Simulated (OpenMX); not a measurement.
The system is Ni.

```
Ni
1.0
     0.00000    1.73757    1.73757
     1.73757    0.00000    1.73757
     1.73757    1.73757    0.00000
Ni
1
Direct
  0.00000 0.00000 0.00000
```

Base run:

| Item | Value |
| --- | --- |
| Program | OpenMX 3.8.5 |
| Functional | PBE |
| Potentials or basis | OpenMX 2013 PBE set, Ni6.0H-s3p2d2, grid cutoff 500 Ry |
| k mesh | 13 × 13 × 13 |
| Occupations | fermi-dirac, width 0.05 eV |
| Spin | collinear spin, ferromagnetic start |
| Starting moments | [1.0] μB |

Its results: pressure 17.4 GPa; net moment 0.62 μB per cell; site moments Ni +0.62 μB.

**Question.** The run is repeated on the same cell with these changes: k mesh from 13 × 13 × 13 to 9 × 9 × 9. What comes out?

**Answer.** Pressure 16.5 GPa; net moment 0.50 μB per cell; site moments Ni +0.50 μB.

Caveats: the basis of atomic orbitals isn't converged, which shifts pressures, moduli and gaps; so large a pressure means that the cell lies far from this level's equilibrium, or that cutoff or potentials fall short (some runs).
